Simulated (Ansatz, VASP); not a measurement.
**As: VASP beside Ansatz**

File INCAR:

```
PREC = Accurate
ENCUT = 520
EDIFF = 1E-7
ISMEAR = 1
SIGMA = 0.01
LREAL = False
LASPH = True
NELM = 100
ALGO = Normal
ISIF = 2
LWAVE = False
LCHARG = False
GGA = PE
NBANDS = 12
```

Contents of KPOINTS:

```
Automatic mesh
0
Gamma
  10 10 10
```

File POSCAR:

```
As
1.0
    1.9036109523      1.0990502958      3.6081612956
   -1.9036109523      1.0990502958      3.6081612956
    0.0000000000     -2.1981005915      3.6081612956
As
2
Direct
    0.7737100447      0.7737100447      0.7737100447
    0.2262899553      0.2262899553      0.2262899553
```

Input for Ansatz:

```yaml
crystal:
  lattice:
    - [1.9036109523, 1.0990502958, 3.6081612956]
    - [-1.9036109523, 1.0990502958, 3.6081612956]
    - [0.0, -2.1981005915, 3.6081612956]
  atoms:
    - { symbol: As, position: [0.7737100447, 0.7737100447, 0.7737100447] }
    - { symbol: As, position: [0.2262899553, 0.2262899553, 0.2262899553] }
hamiltonian:
  xc: pbe
  pseudopotentials:
    kind: paw
    azcp:
      As: "pseudopotentials/As.paw.azcp"
basis:
  ecutwfc: 420
  fft_grid_basis: typed
kpoints:
  mp_grid: { grid: [10, 10, 10], shift: [0, 0, 0] }
magnetization:
  spin_polarized: false
scf:
  occupations: { method: cold, width: 0.01 }
  lower_state_search: "off"
output:
  stress: true
```

Alike in both runs: task single point; functional PBE; k mesh 10 × 10 × 10; no spin polarisation.

|  | VASP | Ansatz |
| --- | --- | --- |
| version | VASP 6.6.1 | Ansatz 0.2.0 |
| potentials or method | VASP PAW PBE potentials, release 64 (As) | plane waves (420 eV) with PAW, scalar-relativistic |
| plane-wave cutoff (eV) | 520 | 420 |
| occupations | methfessel-paxton of order 1, width 0.01 eV | cold, width 0.01 eV |
| valence electrons in the cell | 10 | 30 |

```tsv
	VASP	Ansatz	Ansatz less VASP
pressure (GPa)	0.3	0.0	-0.25
largest component of the traceless stress (GPa)	0.19	0.07	-0.123
```

The two sets of potentials don't hold the same shells in valence.
